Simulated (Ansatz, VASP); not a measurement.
# Two plane-wave programs on MgO

```
Mg O
1.0
     0.05634    2.10217    2.10217
     2.10217    0.05634    2.10217
     2.15851    2.15851    0.00000
Mg O
1 1
Direct
  0.00000 0.00000 0.00000
  0.50000 0.50000 0.50000
```

Change from the starting cell: shear_xy strain +5.4%.

Alike in both runs: task single point; functional PBE; k mesh 10 × 10 × 10; occupations fermi-dirac, width 0.02 eV; no spin polarisation.

```csv
,VASP,Ansatz
version,VASP 6.6.1,Ansatz 0.2.0
potentials or method,"VASP PAW PBE potentials, release 64 (Mg, O)","plane waves, PAW"
plane-wave cutoff (eV),520,420
valence electrons in the cell,8,16
```

VASP gave:

```
gap on the k mesh at the Fermi level (eV)       : 4.54
pressure (GPa)                                  : 5.0
largest component of the traceless stress (GPa) : 7.97
```

Task: Estimate Ansatz's values.

Result: gap on the k mesh at the Fermi level (eV): 4.56; pressure (GPa): 5.8; largest component of the traceless stress (GPa): 7.91.

The two sets of potentials don't hold the same shells in valence.
